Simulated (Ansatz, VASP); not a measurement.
## TePb in VASP and in Ansatz

```
CELL_PARAMETERS angstrom
0.00000 3.23100 3.23100
3.23100 0.00000 3.23100
3.23100 3.23100 0.00000
ATOMIC_POSITIONS crystal
Te 0.50000 0.50000 0.50000
Pb 0.00000 0.00000 0.00000
```

Alike in both runs: task single point; functional PBE; k mesh 6 × 6 × 6; no spin polarisation.

```csv
,VASP,Ansatz
version,VASP 6.6.1,Ansatz 0.2.0
potentials or method,"VASP PAW PBE potentials, release 64 (Te, Pb_d), cutoff 520 eV",all-electron (LAPW or listed datasets)
occupations,"gaussian, width 0.01 eV",fixed
```

VASP gave:

* gap on the k mesh at the Fermi level (eV): 0.74
* pressure (GPa): 2.1

**Question.** Estimate Ansatz's values.

**Answer.** gap on the k mesh at the Fermi level (eV): 0.73; pressure (GPa): 2.2.

Ansatz ran all-electron here, so the differences hold the error of VASP's frozen core and of both bases.

Caveats: spin-orbit coupling is left out, which as a rule narrows the gap of such compounds by several tenths of an eV. A k mesh can miss the band edges.
